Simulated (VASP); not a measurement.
# LiCl (P1) in VASP: single point with r2SCAN

Aim: the single point of LiCl with r2SCAN.

Program: VASP 6.6.1. These are calculated values, not measurements. Logs are shortened: lines on timing, memory, paths and dates and some standing lists are left out, and cuts for length are marked.

**1. The structure**

The typed cell holds 8 atoms: a = 6.185 Å, b = 6.232 Å, c = 3.599 Å, α = 89.41°, β = 73.76°, γ = 98.68°.

The cell was built by a generator and needn't be a form met in nature.

**2. Single point, r2SCAN**

File POSCAR:

```
LiCl
1.0
   -2.5295678800      5.0249323000      2.5697884500
    2.5402562200     -2.4949283800      5.1151896900
    2.5627721500      2.5267430900      0.0046493900
Li Cl
4 4
Direct
    0.9418760000      0.9845930000      0.0188330000
    0.0187330000      0.5285560000      0.4474990000
    0.5259010000      0.7505730000      0.6831770000
    0.5152420000      0.2318530000      0.2405340000
    0.1771740000      0.3695790000      0.9109020000
    0.2430380000      0.8450530000      0.4271330000
    0.7701520000      0.1381760000      0.6111910000
    0.7640510000      0.6233000000      0.1191950000
```

File INCAR.step1:

```
SYSTEM = LiCl
PREC = Accurate
ENCUT = 520
ISMEAR = -5
SIGMA = 0.0709
LREAL = .FALSE.
LASPH = .TRUE.
NELM = 100
NBANDS = 30
GGA = PE
ALGO = Normal
EDIFF = 1E-4
LWAVE = .TRUE.
LCHARG = .FALSE.
```

File INCAR.step2:

```
SYSTEM = LiCl
PREC = Accurate
ENCUT = 520
EDIFF = 1E-6
ISMEAR = 1
SIGMA = 0.0709
LREAL = .FALSE.
LASPH = .TRUE.
NELM = 100
ALGO = Normal
ISIF = 2
LWAVE = .FALSE.
LCHARG = .FALSE.
METAGGA = R2SCAN
LMIXTAU = .TRUE.
LORBIT = 11
NBANDS = 30
ISTART = 1
```

File KPOINTS:

```
Automatic mesh
0
Gamma
  3 3 5
  0 0 0.5
```

Potentials or basis: VASP PAW PBE potentials, release 64 (Li_sv, Cl).

Run with:

```sh
$ cat potpaw_PBE.64/Li_sv/POTCAR potpaw_PBE.64/Cl/POTCAR > POTCAR
$ cp INCAR.step1 INCAR
$ mpirun -np 1 vasp_std > vasp.out
$ cp INCAR.step2 INCAR
$ mpirun -np 1 vasp_std > vasp.out
```

OUTCAR:

```text
SYSTEM = LiCl
   PREC = Accurate
   ENCUT = 520
   EDIFF = 1E-6
   ISMEAR = 1
   LREAL = .FALSE.
   LASPH = .TRUE.
   NELM = 100
   ISIF = 2
   METAGGA = R2SCAN
   LORBIT = 11
   ISTART = 1

 ion  position               nearest neighbor table
   1  0.942  0.985  0.019-   7 2.31   8 2.33   7 2.38   5 2.58
   2  0.019  0.529  0.447-   6 2.22   5 2.22   8 2.35   5 2.43   8 2.62
   3  0.526  0.751  0.683-   6 2.34   8 2.37   7 2.62   8 2.62
   4  0.515  0.232  0.241-   7 2.46   7 2.50
   5  0.177  0.370  0.911-   2 2.22   2 2.43   1 2.58
   6  0.243  0.845  0.427-   2 2.22   3 2.34
   7  0.770  0.138  0.611-   1 2.31   1 2.38   4 2.46   4 2.50   3 2.62
   8  0.764  0.623  0.119-   1 2.33   2 2.35   3 2.37   2 2.62   3 2.62

  LATTYP: Found a triclinic cell.
 ALAT       =     6.2251758776
 B/A-ratio  =     0.5781240541
 C/A-ratio  =     1.0011595034
 COS(alpha) =     0.0102469133
 COS(beta)  =     0.1558718977
 COS(gamma) =     0.3002284531

  Lattice vectors:

 A1 = (   5.0923400300,  -2.4981892100,  -2.5651390600)
 A2 = (   2.5627721500,   2.5267430900,   0.0046493900)
 A3 = (   2.5402562200,  -2.4949283800,   5.1151896900)

Analysis of symmetry for initial positions (statically):
=====================================================================
 Subroutine PRICEL returns:
 Original cell was already a primitive cell.

 Routine SETGRP: Setting up the symmetry group for a
 triclinic supercell.

 Subroutine GETGRP returns: Found  1 space group operations
 (whereof  1 operations were pure point group operations)
 out of a pool of  2 trial point group operations.

The static configuration has the point symmetry C_1 .

Analysis of symmetry for dynamics (positions and initial velocities):
=====================================================================
 Subroutine PRICEL returns:
 Original cell was already a primitive cell.

 Routine SETGRP: Setting up the symmetry group for a
 triclinic supercell.

 Subroutine GETGRP returns: Found  1 space group operations
 (whereof  1 operations were pure point group operations)
 out of a pool of  2 trial point group operations.

The dynamic configuration has the point symmetry C_1 .

 Subroutine INISYM returns: Found  1 space group operations
 (whereof  1 operations are pure point group operations),
 and found     1 'primitive' translations

----------------------------------------------------------------------------------------
[... 121 lines left out ...]
   IMIX   =      4    mixing-type and parameters
     AMIX     =   0.40;   BMIX     =  1.00
     AMIX_MAG =   1.60;   BMIX_MAG =  1.00
  volume/ion in A,a.u.               =      16.43       110.89
  Fermi-wavevector in a.u.,A,eV,Ry     =   1.101104  2.080785 16.496119  1.212431
  Thomas-Fermi vector in A             =   2.237526
   LORBIT       =     11    0 simple, 1 ext, 2 COOP (PROOUT), +10 PAW based schemes
   METAGGA = R2SCAN    functional components
   LHFCALC =     F    Hartree Fock is set to
   AEXX    =    0.0000 exact exchange contribution
   IVDW    =     0    specifies the selected vdW correction
   LEPSILON=     F    determine dielectric tensor
   LRPA    =     F    only Hartree local field effects (RPA)
 non-spin polarized calculation
 Methfessel and Paxton  Order N= 1 SIGMA  =   0.07
  energy-cutoff  :      520.00
  volume of cell :      131.46
 maximum number of plane-waves:      3555
 NGX is ok and might be reduce to    48
   NGX = 23   NGY = 23   NGZ = 13

 number of electron      40.0000000 magnetization

 Free energy of the ion-electron system (eV)
  ---------------------------------------------------
  ext. energy  EPLUGINS =         0.00000000
  ---------------------------------------------------
  free energy    TOTEN  =       -49.48054115 eV

  energy without entropy =      -49.48142257  energy(sigma->0) =      -49.48083496

 E-fermi :   0.8268     XC(G=0):  -9.2383

 val. band max:        0.7806092231   @ k =   0.3333  -0.0000   0.1000
 cond. band min:       7.7705775132   @ k =   0.0000  -0.0000   0.1000
 fundamental gap:      6.9899682901
 Fermi energy:         0.8267728347

 k-point     1 :       0.0000   -0.0000    0.1000
  band No.  band energies     occupation
      1     -44.9237      2.00000
      2     -44.5753      2.00000
      3     -44.3345      2.00000
      4     -43.7345      2.00000
      5     -13.8758      2.00000
      6     -13.3301      2.00000
[... 748 lines left out ...]
     29      11.3902      0.00000
     30      11.8064      0.00000

------------------------ aborting loop because EDIFF is reached ----------------------------------------

  FORCE on cell =-STRESS in cart. coord.  units (eV):
  Direction    XX          YY          ZZ          XY          YZ          ZX
  --------------------------------------------------------------------------------------
  -------------------------------------------------------------------------------------
  Total        2.3916838      2.5032000      2.0956111     -0.1726404     -0.1276118      0.0046178
  in kB       29.1484303     30.5075237     25.5400707     -2.1040390     -1.5552574      0.0562795
  external PRESSURE =      28.3986749 kB  Pullay stress =       0.0000000 kB

 VOLUME and BASIS-vectors are now :
 -----------------------------------------------------------------------------
  energy-cutoff  :      520.00
  volume of cell :      131.46
      direct lattice vectors                 reciprocal lattice vectors
    -2.529567880  5.024932300  2.569788450    -0.098404113  0.099627929  0.097461920
     2.540256220 -2.494928380  5.115189690     0.049214587 -0.050186056  0.146577502
     2.562772150  2.526743090  0.004649390     0.244291111  0.148082244 -0.049090540

 POSITION                                       TOTAL-FORCE (eV/Angst)
 -----------------------------------------------------------------------------------
      0.16684      2.32396      7.45689        -0.366293      0.389299      0.524657
      2.44212     -0.09386      2.75388         0.216632      0.327367     -0.398679
      2.32717      2.49620      5.19395         0.369316      0.083842     -0.182544
     -0.09794      2.61837      2.51115         0.206515     -0.277153     -0.139029
      2.82509      2.26983      2.35000        -1.416986      1.137285      0.394775
      2.62651      0.19216      4.94915        -0.082711     -0.266140      1.136826
     -0.03081      5.06955      2.68877         0.528051     -0.612030     -0.966047
     -0.04391      2.58539      5.15230         0.545477     -0.782469     -0.369959
 -----------------------------------------------------------------------------------
    total drift:                               -0.054553     -0.007376     -0.031611

  FREE ENERGIE OF THE ION-ELECTRON SYSTEM (eV)
  ---------------------------------------------------
  free  energy   TOTEN  =       -49.4805411501 eV

  energy  without entropy=      -49.4814225727  energy(sigma->0) =      -49.48083496

 total charge

# of ion       s       p       d       tot
------------------------------------------
    1        2.009   0.014   0.000   2.023
    2        2.016   0.020   0.000   2.036
    3        2.006   0.012   0.000   2.018
    4        2.001   0.008   0.000   2.009
    5        1.600   3.635   0.000   5.235
    6        1.597   3.638   0.000   5.235
    7        1.599   3.646   0.000   5.245
    8        1.598   3.650   0.000   5.248
--------------------------------------------------
tot         14.426  14.622   0.000  29.048
```

OUTCAR.step1:

```text
SYSTEM = LiCl
   PREC = Accurate
   ENCUT = 520
   ISMEAR = -5
   LREAL = .FALSE.
   LASPH = .TRUE.
   NELM = 100
[... 1007 lines left out ...]
      2.62651      0.19216      4.94915        -0.084780     -0.237733      1.100088
     -0.03081      5.06955      2.68877         0.507412     -0.586903     -0.907843
     -0.04391      2.58539      5.15230         0.514341     -0.749795     -0.367603
 -----------------------------------------------------------------------------------
    total drift:                               -0.002181      0.002814      0.000784

  FREE ENERGIE OF THE ION-ELECTRON SYSTEM (eV)
  ---------------------------------------------------
  free  energy   TOTEN  =       -28.6948508879 eV

  energy  without entropy=      -28.6948508879  energy(sigma->0) =      -28.69485089
```

OSZICAR.step1:

```text
N       E                     dE             d eps       ncg     rms          rms(c)
DAV:   1     0.300165324441E+03    0.30017E+03   -0.16981E+04  1380   0.130E+03
DAV:   2     0.550685446263E+01   -0.29466E+03   -0.28349E+03  1648   0.299E+02
DAV:   3    -0.259027217630E+02   -0.31410E+02   -0.31267E+02  2058   0.879E+01
DAV:   4    -0.289476017731E+02   -0.30449E+01   -0.30253E+01  2384   0.244E+01
DAV:   5    -0.291513018305E+02   -0.20370E+00   -0.20367E+00  2000   0.510E+00    0.538E+00
DAV:   6    -0.286959930428E+02    0.45531E+00   -0.85181E-01  1880   0.400E+00    0.383E+00
DAV:   7    -0.286752269884E+02    0.20766E-01   -0.40073E-01  2018   0.262E+00    0.207E+00
DAV:   8    -0.286940550228E+02   -0.18828E-01   -0.89201E-02  2024   0.132E+00    0.365E-01
DAV:   9    -0.286941028412E+02   -0.47818E-04   -0.64796E-03  1986   0.390E-01    0.145E-01
DAV:  10    -0.286947745601E+02   -0.67172E-03   -0.10723E-03  1778   0.179E-01    0.383E-02
DAV:  11    -0.286948508879E+02   -0.76328E-04   -0.11605E-04  1524   0.637E-02
   1 F= -.28694851E+02 E0= -.28694851E+02  d E =0.000000E+00
```

Run time: 7.6 min. Hardware: 1 thread of AMD EPYC 7R13 (Zen 3), shared host; peak memory 0.25 GiB.

Results:

| Quantity | Value |
| --- | --- |
| Free energy | -49.4805 eV |
| Largest force | 1.859 eV/Å |
| Band gap on the k mesh | 6.99 eV, indirect (least direct gap 7.00 eV) |
| Valence electrons inside the program's atomic spheres | Li 2.02, 2.04, 2.01; Cl 5.24, 5.25 |

Forces in eV/Å, atoms in the order of the input:
```
Li  -0.366  0.389  0.525
Li   0.217  0.327 -0.399
Li   0.369  0.084 -0.183
Li   0.207 -0.277 -0.139
Cl  -1.417  1.137  0.395
Cl  -0.083 -0.266  1.137
Cl   0.528 -0.612 -0.966
Cl   0.545 -0.782 -0.370
```

Caveat: the cutoff is under 1.25 times the usual one of these potentials, so pressure, stress and relaxed cells hold a basis-set (Pulay) error; the PAW data sets were made with another functional, which shifts forces and pressure a little. A k mesh can miss the band edges.
